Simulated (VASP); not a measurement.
# Settings for CdTe: projections on local functions

CdTe, F-43m (no. 216), 2 atoms in the cell. PBE, projections on local functions; PAW potentials Te, Cd (PBE set). VASP 6.6.1.

Wanted: filling of the local functions (per spin) within 0.005.

POSCAR:
```
CdTe
1.0
    0.0000000000      3.2050000000      3.2050000000
    3.2050000000      0.0000000000      3.2050000000
    3.2050000000      3.2050000000      0.0000000000
Te Cd
1 1
Direct
    0.7500000000      0.7500000000      0.7500000000
    0.0000000000      0.0000000000      0.0000000000
```

The series start from Cutoff ENCUT (eV): 500; k mesh: 5 × 5 × 5. Each series keeps the choices made before it, and each single choice may use up half of a tolerance. Times cover all steps of a run.

## Cutoff ENCUT (eV)

| Cutoff ENCUT (eV) | Filling of the local functions (per spin), largest deviation | Time (s) |
|---|---|---|
| 300 | 0.0255 | 5.5 |
| 400 | 0.0107 | 6.1 |
| 500 | 0.0046 | 8.8 |
| 700 (reference) | 0.0000 | 11 |

## k mesh

| k mesh | Filling of the local functions (per spin), largest deviation | Time (s) |
|---|---|---|
| 3 × 3 × 3 | 0.0130 | 7.6 |
| 5 × 5 × 5 | 0.0017 | 11 |
| 8 × 8 × 8 (reference) | 0.0000 | 24 |

## Question

The rows run from the loosest to the tightest. For each series: choose the loosest value from which every tighter one stays within half of the tolerance.

## Answer

- Cutoff ENCUT (eV): 700, the tightest run, since the next looser one is off by more than half of the tolerance (convergence isn't shown beyond it)
- k mesh: 5 × 5 × 5

## All choices together

| Input | Filling of the local functions (per spin), largest deviation | Time (s) |
|---|---|---|
| program defaults, k points 0.5 per Å apart (naive) | 0.0342 | 2.7 |
| chosen settings | 0.0017 | 11 |
| reference settings throughout | 0.0000 | 24 |

The chosen settings stay within the tolerance of the reference run, but the reference itself isn't shown to be converged in: Cutoff ENCUT (eV).

## The input

INCAR.step1:
```
SYSTEM = CdTe
PREC = Accurate
ENCUT = 700
EDIFF = 1E-6
ISMEAR = 0
SIGMA = 0.02
LASPH = .True.
LREAL = .False.
ALGO = Normal
NELM = 120
LWAVE = .True.
LCHARG = .False.
NBANDS = 20
KPAR = 2
GGA = PE
```

INCAR.step2:
```
PREC = Accurate
ENCUT = 700
EDIFF = 1E-6
ISMEAR = 0
SIGMA = 0.02
LASPH = T
LREAL = F
ALGO = None
NELM = 1
LCHARG = F
NBANDS = 20
GGA = PE
ISTART = 1
LWAVE = F
LOCPROJ = "1 : s : Pr
1 : p : Pr
2 : s : Pr
2 : p : Pr
2 : d : Pr"
```

INCAR.step3:
```
PREC = Accurate
ENCUT = 700
EDIFF = 1E-6
ISMEAR = 0
SIGMA = 0.02
LASPH = T
LREAL = F
ALGO = None
NELM = 1
LCHARG = F
NBANDS = 20
GGA = PE
ISTART = 1
LWAVE = F
LOCPROJ = "1 : s : Hy 1 2.0
1 : p : Hy 1 2.0
2 : s : Hy 1 2.0
2 : p : Hy 1 2.0
2 : d : Hy 1 2.0"
```

KPOINTS:
```
Automatic mesh
0
Gamma
  5 5 5
  0 0 0
```

Commands (each step's output is kept before the next begins):
```
cat potpaw_PBE.64/Te/POTCAR potpaw_PBE.64/Cd/POTCAR > POTCAR
cp INCAR.step1 INCAR
mpirun -np 2 vasp_std > vasp.out
cp INCAR.step2 INCAR
mpirun -np 1 vasp_std > vasp.out
cp INCAR.step3 INCAR
mpirun -np 1 vasp_std > vasp.out
```

Limits: VASP refuses the step with PAW projectors here (LPRJ_READER: function: 6 no projector for highest valence state with L=1 on species 2), and the others go on without it; the functions aren't orthogonal, so the fillings don't add up to the electrons.

The chosen input took VASP 6.6.1 11 s on 2 cores (AMD EPYC 9R45 (Zen 5)), a shared host.

## An input that fails: projector of a shell that the potential lacks

VASP's message: LPRJ_READER: function: 1 no state with L= 3 on species Te.

Changes against the starting input:
```
(step 2)
- LOCPROJ = "1 : s : Pr
1 : p : Pr
2 : s : Pr
2 : p : Pr
2 : d : Pr"
+ LOCPROJ = 1 : f : Pr
```
